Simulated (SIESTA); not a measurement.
# BaTiO3 (P1) in SIESTA: Wannier functions with LDA

Aim: the Wannier functions of BaTiO3 with LDA.

Everything below comes from runs of SIESTA 5.4.2. Logs are shortened: lines on timing, memory, paths and dates and some standing lists are left out, and cuts for length are marked.

### Step 1. The structure

The typed cell holds 5 atoms: a = 4.004 Å, b = 4.004 Å, c = 4.004 Å, α = 89.85°, β = 89.85°, γ = 89.85°.

### Step 2. Wannier functions, LDA

BaTiO3.fdf reads:

```
SystemName                      BaTiO3
SystemLabel                     BaTiO3
NumberOfSpecies                 3
NumberOfAtoms                   5
%block ChemicalSpeciesLabel
  1  56 Ba
  2  22 Ti
  3   8 O
%endblock ChemicalSpeciesLabel

LatticeConstant                 1.0 Ang
%block LatticeVectors
     2.8276681600     1.6325549700     2.3177316100
    -2.8276681600     1.6325549700     2.3177316100
     0.0000000000    -3.2651099400     2.3177316100
%endblock LatticeVectors
AtomicCoordinatesFormat         Fractional
%block AtomicCoordinatesAndAtomicSpecies
     0.0334731600     0.9884685300     0.0018377600  1  Ba
     0.5061032600     0.5274847800     0.5372321600  2  Ti
     0.4862471500     0.4971470800     0.9711514600  3  O
     0.4740898700     0.9864150100     0.4720123700  3  O
     0.9787865600     0.4791845900     0.4964662400  3  O
%endblock AtomicCoordinatesAndAtomicSpecies

%block kgrid.MonkhorstPack
    5   0   0  0.0
    0   5   0  0.0
    0   0   5  0.0
%endblock kgrid.MonkhorstPack
XC.Functional                   LDA
XC.Authors                      PW92
PAO.BasisSize                   SZP
PAO.EnergyShift                 0.003 Ry
Mesh.Cutoff                     800 Ry
OccupationFunction              FD
ElectronicTemperature           0.05 eV
MaxSCFIterations                120
SCF.MustConverge                false
SCF.Mixer.Method                Pulay
SCF.Mixer.Weight                0.25
SCF.Mixer.History               8
SCF.DM.Tolerance                5.0e-05
SCF.H.Tolerance                 1.0e-03 eV
WriteForces                     true
Charge.Mulliken                 end
Siesta2Wannier90.WriteMmn       true
Siesta2Wannier90.WriteAmn       true
Siesta2Wannier90.WriteEig       true
Siesta2Wannier90.NumberOfBands  20
%block PAO.Basis
  Ba 5
  n=5 0 1
    4.404
  n=6 0 1
    9.500
  n=5 1 1
    5.254
  n=6 1 1
    9.500
  n=5 2 1
    7.000
%endblock PAO.Basis
```

BaTiO3.win reads:

```
num_wann = 20
num_bands = 20
num_iter = 2000
num_cg_steps = 50
precond = true
conv_tol = 1.0e-7
conv_window = 5
num_print_cycles = 50
guiding_centres = true

begin unit_cell_cart
ang
   2.8276681600     1.6325549700     2.3177316100
  -2.8276681600     1.6325549700     2.3177316100
   0.0000000000    -3.2651099400     2.3177316100
end unit_cell_cart

begin atoms_frac
Ba    0.0334731600     0.9884685300     0.0018377600
Ti    0.5061032600     0.5274847800     0.5372321600
O     0.4862471500     0.4971470800     0.9711514600
O     0.4740898700     0.9864150100     0.4720123700
O     0.9787865600     0.4791845900     0.4964662400
end atoms_frac

begin projections
Ba:s
Ba:p
Ti:s
Ti:p
O:s
O:p
end projections

mp_grid = 4 4 4
begin kpoints
   0.0000000000     0.0000000000     0.0000000000
   0.0000000000     0.0000000000     0.2500000000
   0.0000000000     0.0000000000     0.5000000000
   0.0000000000     0.0000000000     0.7500000000
   0.0000000000     0.2500000000     0.0000000000
   0.0000000000     0.2500000000     0.2500000000
   0.0000000000     0.2500000000     0.5000000000
   0.0000000000     0.2500000000     0.7500000000
   0.0000000000     0.5000000000     0.0000000000
   0.0000000000     0.5000000000     0.2500000000
   0.0000000000     0.5000000000     0.5000000000
   0.0000000000     0.5000000000     0.7500000000
   0.0000000000     0.7500000000     0.0000000000
   0.0000000000     0.7500000000     0.2500000000
   0.0000000000     0.7500000000     0.5000000000
   0.0000000000     0.7500000000     0.7500000000
   0.2500000000     0.0000000000     0.0000000000
   0.2500000000     0.0000000000     0.2500000000
   0.2500000000     0.0000000000     0.5000000000
   0.2500000000     0.0000000000     0.7500000000
   0.2500000000     0.2500000000     0.0000000000
   0.2500000000     0.2500000000     0.2500000000
   0.2500000000     0.2500000000     0.5000000000
   0.2500000000     0.2500000000     0.7500000000
   0.2500000000     0.5000000000     0.0000000000
   0.2500000000     0.5000000000     0.2500000000
   0.2500000000     0.5000000000     0.5000000000
   0.2500000000     0.5000000000     0.7500000000
   0.2500000000     0.7500000000     0.0000000000
   0.2500000000     0.7500000000     0.2500000000
   0.2500000000     0.7500000000     0.5000000000
   0.2500000000     0.7500000000     0.7500000000
   0.5000000000     0.0000000000     0.0000000000
   0.5000000000     0.0000000000     0.2500000000
   0.5000000000     0.0000000000     0.5000000000
   0.5000000000     0.0000000000     0.7500000000
   0.5000000000     0.2500000000     0.0000000000
   0.5000000000     0.2500000000     0.2500000000
   0.5000000000     0.2500000000     0.5000000000
   0.5000000000     0.2500000000     0.7500000000
   0.5000000000     0.5000000000     0.0000000000
   0.5000000000     0.5000000000     0.2500000000
   0.5000000000     0.5000000000     0.5000000000
   0.5000000000     0.5000000000     0.7500000000
   0.5000000000     0.7500000000     0.0000000000
   0.5000000000     0.7500000000     0.2500000000
   0.5000000000     0.7500000000     0.5000000000
   0.5000000000     0.7500000000     0.7500000000
   0.7500000000     0.0000000000     0.0000000000
   0.7500000000     0.0000000000     0.2500000000
   0.7500000000     0.0000000000     0.5000000000
   0.7500000000     0.0000000000     0.7500000000
   0.7500000000     0.2500000000     0.0000000000
   0.7500000000     0.2500000000     0.2500000000
   0.7500000000     0.2500000000     0.5000000000
   0.7500000000     0.2500000000     0.7500000000
   0.7500000000     0.5000000000     0.0000000000
   0.7500000000     0.5000000000     0.2500000000
   0.7500000000     0.5000000000     0.5000000000
   0.7500000000     0.5000000000     0.7500000000
   0.7500000000     0.7500000000     0.0000000000
   0.7500000000     0.7500000000     0.2500000000
   0.7500000000     0.7500000000     0.5000000000
   0.7500000000     0.7500000000     0.7500000000
end kpoints
```

Potentials or basis: PseudoDojo 0.4 standard (LDA files), SZP (energy shift 0.003 Ry; d shell added on Ba).

Command:

```
$ wannier90.x -pp BaTiO3
$ siesta < BaTiO3.fdf > BaTiO3.out 2>&1
$ wannier90.x BaTiO3
```

BaTiO3.out:

```text
Version         : 5.4.2

[... 6 lines left out ...]
 NOTE: Please see the manual for full details and compatibility measures.

reinit: Reading from standard input
reinit: Dumping input in INPUT_TMP.05404
************************** Dump of input data file ****************************
SystemName                      BaTiO3
SystemLabel                     BaTiO3
NumberOfSpecies                 3
NumberOfAtoms                   5
%block ChemicalSpeciesLabel
  1  56 Ba
  2  22 Ti
  3   8 O
%endblock ChemicalSpeciesLabel
LatticeConstant                 1.0 Ang
%block LatticeVectors
     2.8276681600     1.6325549700     2.3177316100
    -2.8276681600     1.6325549700     2.3177316100
     0.0000000000    -3.2651099400     2.3177316100
%endblock LatticeVectors
AtomicCoordinatesFormat         Fractional
%block AtomicCoordinatesAndAtomicSpecies
     0.0334731600     0.9884685300     0.0018377600  1  Ba
     0.5061032600     0.5274847800     0.5372321600  2  Ti
     0.4862471500     0.4971470800     0.9711514600  3  O
     0.4740898700     0.9864150100     0.4720123700  3  O
     0.9787865600     0.4791845900     0.4964662400  3  O
%endblock AtomicCoordinatesAndAtomicSpecies
%block kgrid.MonkhorstPack
    5   0   0  0.0
    0   5   0  0.0
    0   0   5  0.0
%endblock kgrid.MonkhorstPack
XC.Functional                   LDA
XC.Authors                      PW92
PAO.BasisSize                   SZP
PAO.EnergyShift                 0.003 Ry
Mesh.Cutoff                     800 Ry
OccupationFunction              FD
ElectronicTemperature           0.05 eV
MaxSCFIterations                120
SCF.MustConverge                false
SCF.Mixer.Method                Pulay
SCF.Mixer.Weight                0.25
SCF.Mixer.History               8
SCF.DM.Tolerance                5.0e-05
SCF.H.Tolerance                 1.0e-03 eV
WriteForces                     true
Charge.Mulliken                 end
Siesta2Wannier90.WriteMmn       true
Siesta2Wannier90.WriteAmn       true
Siesta2Wannier90.WriteEig       true
Siesta2Wannier90.NumberOfBands  20
%block PAO.Basis
  Ba 5
  n=5 0 1
    4.404
  n=6 0 1
    9.500
  n=5 1 1
    5.254
  n=6 1 1
    9.500
  n=5 2 1
    7.000
%endblock PAO.Basis
************************** End of input data file *****************************

reinit: -----------------------------------------------------------------------
reinit: System Name: BaTiO3
reinit: -----------------------------------------------------------------------
reinit: System Label: BaTiO3
reinit: -----------------------------------------------------------------------

initatom: Reading input for the pseudopotentials and atomic orbitals ----------
Species number:   1 Atomic number:   56 Label: Ba
Species number:   2 Atomic number:   22 Label: Ti
Species number:   3 Atomic number:    8 Label: O

Ground state valence configuration (from tables):   6s02  6p00  5d00  4f00
Ground state valence configuration (from tables):   4s02  4p00  3d02  4f00
Ground state valence configuration (from tables):   2s02  2p04  3d00  4f00

---- Processing specs for species: Ba
Reading pseudopotential information in PSML from:
  Ba.psml
PSML file version: 1.1
Using libxc ids:    1  12
LDA--PW92 XC_LDA_X--XC_LDA_C_PW pw
Semicore shell(s) with  8 electrons included in the valence for Ba
[... 817 lines left out ...]
siesta:      1   -1.238713   -0.387226   -0.246346
siesta:      2    0.905638    1.539806   -1.201137
siesta:      3    0.138923   -1.255371    0.846286
siesta:      4    0.325752   -0.186738    0.494615
siesta:      5   -0.132412    0.290161    0.106053
siesta: ----------------------------------------
siesta:    Tot   -0.000813    0.000632   -0.000528

siesta: Stress tensor (static) (eV/Ang**3):
siesta:    -0.000905   -0.000829    0.001298
siesta:    -0.000829   -0.028301    0.030808
siesta:     0.001298    0.030808   -0.016413

siesta: Cell volume =         64.196396 Ang**3

siesta: Pressure (static):
siesta:                Solid            Molecule  Units
siesta:           0.00016562         -0.00014440  Ry/Bohr**3
siesta:           0.01520667         -0.01325836  eV/Ang**3
siesta:          24.36377291        -21.24223881  kBar

Basis Enthalpy Calculation:
    Basis Pressure for species 1(Ba) :      0.2000000 GPa
    Basis Pressure for species 2(Ti) :      0.2000000 GPa
    Basis Pressure for species 3(O) :      0.2000000 GPa

    Orbital volume contribution        =           3.779045 eV
    (Free)E + p_basis*V_orbitals       =       -3732.750381 eV
    (Free)Eharris+ p_basis*V_orbitals  =       -3732.750381 eV

mulliken: Atomic and Orbital Populations:

Species: Ba
Atom  Qatom  Qorb
               5s      6s      5py     5pz     5px     6py     6pz     6px
               5dxy    5dyz    5dz2    5dxz    5dx2-y2
   1  8.971   1.978   0.181   1.979   1.976   1.978   0.020   0.014   0.013
              0.173   0.152   0.179   0.162   0.166

Species: Ti
Atom  Qatom  Qorb
               3s      4s      3py     3pz     3px     4py     4pz     4px
               3dxy    3dyz    3dz2    3dxz    3dx2-y2
   2 11.356   1.981   0.379   1.984   1.987   1.988   0.243   0.262   0.252
              0.470   0.485   0.395   0.468   0.462

Species: O
Atom  Qatom  Qorb
               2s      2py     2pz     2px     3Pdxy   3Pdyz   3Pdz2   3Pdxz
               3Pdx2-y2
   3  6.544   1.807   1.550   1.567   1.591   0.007   0.005   0.006   0.005
              0.005
   4  6.562   1.807   1.594   1.576   1.561   0.004   0.005   0.005   0.005
              0.006
   5  6.567   1.806   1.601   1.577   1.561   0.004   0.004   0.004   0.004
              0.005

mulliken: Qtot =       40.000

Mulliken Atomic Populations:
Atom #   charge [q] valence [e]  Species
     1     1.028819    8.971181  Ba
     2     0.643703   11.356297  Ti
     3    -0.543609    6.543609  O
     4    -0.562131    6.562131  O
     5    -0.566782    6.566782  O
 Total    -0.000000

siesta2wannier90: Reading the BaTiO3.nnkp file

read_nnkp: Checking info from the BaTiO3.nnkp file
read_nnkp: Reading data about real lattice
read_nnkp:      - Real lattice is ok
read_nnkp: Reading data about reciprocal lattice
read_nnkp:      - Reciprocal lattice is ok
read_nnkp: Reading data about k-points
read_nnkp: Reading data about projection centers
read_nnkp: Reading data about k-point neighbours
read_nnkp: Reading data about excluded bands

noccbands: Total number of electrons    40
noccbands: Number of occupied bands    20
number_bands_wannier: Number of bands for wannierization
number_bands_wannier: before excluding bands             =    20    0

Number of bands for wannierization after excluding bands:   20    0
Bands to be wannierized:
    1    2    3    4    5    6    7    8    9   10   11   12   13   14   15   16
   17   18   19   20

switch_local_projection: Populating the relevant matrices for
switch_local_projection: the post-processing interface with Wannier 90

compute_pw_matrix: Computing the matrix elements of a plane wave

mmn: Overlap matrices between periodic part of wavefunctions
mmn: written in BaTiO3.mmn file
Registered Wannier projectors for manifold 1:
    88 trial_orbital: center =   -5.103   3.141   4.484 Bohr
 zaxis  =    0.000   0.000   1.000
 xaxis  =    1.000   0.000   0.000
 yaxis  =    0.000   1.000   0.000
 zovera =    1.890 Bohr**-1
 r      =     1
 mr     =     1
 l      =     0
 rcut   =    3.669 Bohr
 lmax   =     0
 basis? =     F
 orbital=     0
 gindex =     0
    89 trial_orbital: center =   -5.103   3.141   4.484 Bohr
 zaxis  =    0.000   0.000   1.000
 xaxis  =    1.000   0.000   0.000
 yaxis  =    0.000   1.000   0.000
[... 229 lines left out ...]
 gindex =     0
   107 trial_orbital: center =    2.670   1.435   8.560 Bohr
 zaxis  =    0.000   0.000   1.000
 xaxis  =    1.000   0.000   0.000
 yaxis  =    0.000   1.000   0.000
 zovera =    1.890 Bohr**-1
 r      =     1
 mr     =     3
 l      =     1
 rcut   =    3.669 Bohr
 lmax   =     1
 basis? =     F
 orbital=     0
 gindex =     0

amn: Overlap matrices between trial projection functions and wavefunctions
amn: written in BaTiO3.amn file

eig: Eigenvalues of the Hamiltonian
eig: written in BaTiO3.eigW file

siesta2wannier90: All the information dumped in the corresponding files
siesta2wannier90: End of the interface between Siesta and Wannier90

Job completed
```

Wall time 2 min (1 thread of Arm Neoverse V2, shared host); peak memory 0.5 GiB.

Results:

- Free energy: -3736.5294 eV
- Pressure: 2.4 GPa
- Largest force: 2.153 eV/Å
- Band gap on the k mesh: 2.55 eV, indirect (least direct gap 3.05 eV)
- Total Wannier spread: 15.39 Å² over 20 functions

Forces in eV/Å, atoms in the order of the input:
```
Ba  -1.239 -0.387 -0.246
Ti   0.906  1.540 -1.201
O    0.139 -1.255  0.846
O    0.326 -0.187  0.495
O   -0.132  0.290  0.106
```

Levels at points of the mesh, in eV from the valence-band top:
| k point | band 16 | band 17 | band 18 | band 19 | band 20 | band 21 | band 22 | band 23 | band 24 | band 25 |
| --- | --- | --- | --- | --- | --- | --- | --- | --- | --- | --- |
| (0.00, 0.00, 0.00) | -1.71 | -1.07 | -0.76 | -0.57 | -0.50 | 2.55 | 2.86 | 3.19 | 4.69 | 4.84 |

Wannier centres (Å) and spreads (Å²):
| function | x | y | z | spread |
| --- | --- | --- | --- | --- |
| 1 | -2.367 | 1.923 | 2.556 | 0.890 |
| 2 | -2.779 | 1.798 | 1.922 | 0.890 |
| 3 | -3.097 | 1.720 | 2.609 | 0.895 |
| 4 | -2.582 | 1.210 | 2.374 | 0.888 |
| 5 | -0.044 | -0.029 | 3.916 | 0.314 |
| 6 | -0.299 | -0.203 | 3.566 | 0.312 |
| 7 | 0.165 | -0.213 | 3.540 | 0.311 |
| 8 | -0.062 | 0.193 | 3.504 | 0.309 |
| 9 | -0.032 | -1.867 | 4.714 | 0.754 |
| 10 | -1.703 | 0.976 | 4.714 | 0.807 |
| 11 | 1.687 | 0.898 | 4.753 | 0.825 |
| 12 | 0.100 | -1.480 | 4.180 | 0.871 |
| 13 | -0.333 | -1.358 | 4.415 | 0.879 |
| 14 | 0.106 | -1.227 | 4.618 | 0.883 |
| 15 | -1.418 | 0.918 | 4.138 | 0.926 |
| 16 | -1.073 | 0.851 | 4.540 | 0.905 |
| 17 | -1.419 | 0.473 | 4.417 | 0.919 |
| 18 | 1.270 | 0.951 | 4.286 | 0.946 |
| 19 | 1.099 | 0.664 | 4.694 | 0.934 |
| 20 | 1.446 | 0.457 | 4.350 | 0.932 |

Caveat: this set's barium file shifts pressures by up to 1 GPa against other sets; spin-orbit coupling is left out, which moves the levels of the heavy elements; an odd mesh through Γ misses points on the zone boundary, where band edges often lie; the basis of atomic orbitals isn't converged, which shifts pressures, moduli and gaps; forces of over 1 eV/Å show positions far from the minimum, so gaps and moduli don't describe the material at rest.
